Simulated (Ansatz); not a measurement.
CuCl2:

```xyz
3
Lattice="-2.2549 2.2549 6.8599 2.2549 -2.2549 6.8599 2.2549 2.2549 -6.8599" Properties=species:S:1:pos:R:3 pbc="T T T"
Cu    0.0000    0.0000    0.0000
Cl    2.2549    0.0000    0.0000
Cl    0.0000    2.2549    0.0000
```

Measurements of this composition are mostly on another form, of space group No. 12.

* Program: Ansatz 0.2.0
* Task: relaxation of cell and atoms
* Functional: PBEsol
* Potentials or basis: Ansatz PAW
* Cutoff: 420 eV (not typed: the program's choice for these potentials)
* k mesh: 8 × 8 × 8
* Occupations: fermi-dirac, width 0.05 eV
* Spin: no spin polarisation
* Hubbard terms: Cu d U = 5 eV

At the start: volume 46.50 Å³/atom.

Question: Where does the relaxation end?

Answer: It ends after 4 steps and the volume is 45.58 Å³/atom (-2.0 %); space group I4/mmm (No. 139, to 0.05 Å).

The path:
```csv
step,energy change (eV),largest force (eV/Å),volume (Å³)
1,0.0000,0.0000,139.51
2,-0.0056,0.0000,138.26
3,-0.0079,0.0000,136.75
4,-0.0076,0.0000,136.75
```

Final structure:
```
Cu Cl
1.0
    -2.23334    2.23334    6.85428
     2.23334   -2.23334    6.85428
     2.23334    2.23334   -6.85428
Cu Cl
1 2
Direct
  0.00000 0.00000 0.00000
  0.00000 0.50000 0.50000
  0.50000 0.00000 0.50000
```

Caveat: the plane-wave basis is chosen anew once the cell has moved, so the energies of steps on either side of that aren't comparable; an odd number of electrons without spin polarisation forces a metal; a magnetic or distorted state may lie lower; the run has no spin polarisation, though such a crystal can be magnetic; U without spin polarisation on a metal has little footing; the PAW data sets come from PBE, with cores solved anew for the run's functional, which leaves a small shift of forces and pressure.
